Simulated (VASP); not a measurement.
SnSe: relaxation of shape and atoms at fixed volume with PBEsol

Crystal: SnSe.

```xyz
8
Lattice="11.1979 0.0000 0.0000 0.0000 4.0693 0.0000 0.0000 0.0000 4.2714" Properties=species:S:1:pos:R:3 pbc="T T T"
Sn    1.3191    1.0173    0.3975
Sn    4.2798    3.0519    2.5332
Sn    6.9181    1.0173    1.7382
Sn    9.8788    3.0519    3.8738
Se    4.0023    1.0173    0.0948
Se    1.5966    3.0519    2.2305
Se    9.6013    1.0173    2.0409
Se    7.1956    3.0519    4.1766
```

The cell isn't the ideal one: a relaxed cell with its volume scaled by 0.94.

```yaml
Program: VASP 6.6.1
Task: relaxation of shape and atoms at fixed volume
Functional: PBEsol
Potentials_or_basis: VASP PAW PBE potentials, release 64 (Sn_d, Se)
Cutoff: 600 eV
k_mesh: 4 × 8 × 8
Occupations: gaussian, width 0.03 eV
Spin: no spin polarisation
Further_INCAR_settings: ALGO = Normal; EDIFF = 1e-07; IBRION = 2; EDIFFG = -0.01; NSW = 40; ISIF = 4
```

The energy gained by relaxing is 6.0 meV/atom, the ionic steps are 19 and the pressure after relaxing is 2.8 GPa. The largest force after relaxing is 0.008 eV/Å and the band gap on the k mesh is 0.21 eV, indirect (least direct gap 0.63 eV).

Forces in eV/Å, atoms in the order of the input:
```
Sn  -0.002  0.000 -0.007
Sn   0.002  0.000 -0.007
Sn  -0.002  0.000  0.007
Sn   0.002  0.000  0.007
Se  -0.007  0.000  0.002
Se   0.007  0.000  0.002
Se  -0.007  0.000 -0.002
Se   0.007  0.000 -0.002
```

Stress tensor (GPa, compression positive):
```
2.72 0.00 0.00
0.00 2.79 0.00
0.00 0.00 2.84
```

Step by step:
```tsv
step	energy change (eV)	largest force (eV/Å)	pressure (GPa)
1	0.0000	0.3496	4.02
2	-0.0277	0.1973	3.54
3	-0.0400	0.0546	2.99
4	-0.0423	0.0235	2.93
5	-0.0423	0.0256	2.93
6	-0.0429	0.0263	2.93
7	-0.0439	0.0284	2.91
8	-0.0439	0.0288	2.90
9	-0.0444	0.0239	2.89
10	-0.0452	0.0216	2.85
11	-0.0449	0.0424	2.79
12	-0.0454	0.0297	2.82
13	-0.0459	0.0345	2.83
14	-0.0463	0.0435	2.83
15	-0.0467	0.0366	2.83
16	-0.0474	0.0163	2.81
17	-0.0474	0.0257	2.77
18	-0.0476	0.0088	2.79
19	-0.0478	0.0078	2.78
```

Final structure:
```
CELL_PARAMETERS angstrom
11.21120 0.00000 0.00000
0.00000 4.11054 0.00000
0.00000 0.00000 4.22345
ATOMIC_POSITIONS crystal
Sn 0.11658 0.25000 0.07140
Sn 0.38342 0.75000 0.57140
Sn 0.61658 0.25000 0.42860
Sn 0.88342 0.75000 0.92860
Se 0.35952 0.25000 0.02041
Se 0.14048 0.75000 0.52041
Se 0.85952 0.25000 0.47959
Se 0.64048 0.75000 0.97959
```

Levels at points of the mesh, in eV from the valence-band top:
```tsv
k point	band 37	band 38	band 39	band 40	band 41	band 42	band 43	band 44
(0.00, 0.00, 0.00)	-1.87	-1.51	-0.90	-0.77	0.22	3.04	3.10	3.13
(0.50, 0.00, 0.00)	-2.22	-2.22	-0.77	-0.77	2.50	2.50	2.73	2.73
(0.00, 0.50, 0.00)	-1.17	-1.17	-0.52	-0.52	0.65	0.65	1.32	1.32
(0.50, 0.50, 0.00)	-0.93	-0.93	-0.93	-0.93	1.35	1.35	1.35	1.35
(0.00, 0.00, 0.50)	-0.89	-0.89	-0.38	-0.38	0.95	0.95	1.11	1.11
(0.50, 0.00, 0.50)	-0.53	-0.53	-0.23	-0.23	0.93	0.93	1.03	1.03
(0.00, 0.50, 0.50)	-2.61	-2.61	-1.86	-1.86	2.55	2.55	2.93	2.93
(0.50, 0.50, 0.50)	-1.81	-1.81	-1.81	-1.81	2.18	2.18	2.18	2.18
```

It took 53 min on 2 MPI ranks on AMD EPYC 9R14 (Zen 4), on a shared host, peak memory 0.8 GiB a rank.

Caveat: the PAW data sets were made with another functional, which shifts forces and pressure a little; spin-orbit coupling is left out, which moves the levels of the heavy elements. A k mesh can miss the band edges.
